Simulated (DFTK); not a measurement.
Ge:

```
Ge
1.0
     0.00000    2.82891    2.82891
     2.82891    0.00000    2.82891
     2.82891    2.82891    0.00000
Ge
2
Direct
  0.75000 0.75000 0.75000
  0.50000 0.50000 0.50000
```

- Program: DFTK 0.8.2
- Task: single point
- Functional: PBEsol
- Potentials or basis: dojo.nc.sr.pbesol.v0_4_1.standard.upf (PBEsol)
- Cutoff: 1061 eV
- k mesh: 8 × 8 × 8
- Occupations: fermi-dirac, width 0.05 eV
- Spin: no spin polarisation

On this cell: pressure 0.6 GPa; largest force zero by symmetry; band gap on the k mesh none (metal or under the smearing width).

The same run follows on a disturbed copy (atoms moved at random, drawn with an rms of 0.05 Å):

```
CELL_PARAMETERS angstrom
0.00000 2.82891 2.82891
2.82891 0.00000 2.82891
2.82891 2.82891 0.00000
ATOMIC_POSITIONS crystal
Ge 0.76097 0.73326 0.75334
Ge 0.49345 0.48940 0.51015
```

**Question.** What does the disturbed cell give?

**Answer.** The energy (extrapolated to zero smearing) moves by +9.5 meV/atom; pressure 0.8 GPa; largest force 0.687 eV/Å; band gap on the k mesh none (metal or under the smearing width).

Forces on the atoms (eV/Å):
```
Ge   0.432 -0.368 -0.387
Ge  -0.432  0.368  0.387
```

Stress tensor (GPa, compression positive):
```
 0.76 -1.08 -1.03
-1.08  0.78  1.22
-1.03  1.22  0.78
```

Caveats: this crystal is a semiconductor, whose small gap the functional closes, so the metal is an error of the method (some runs).
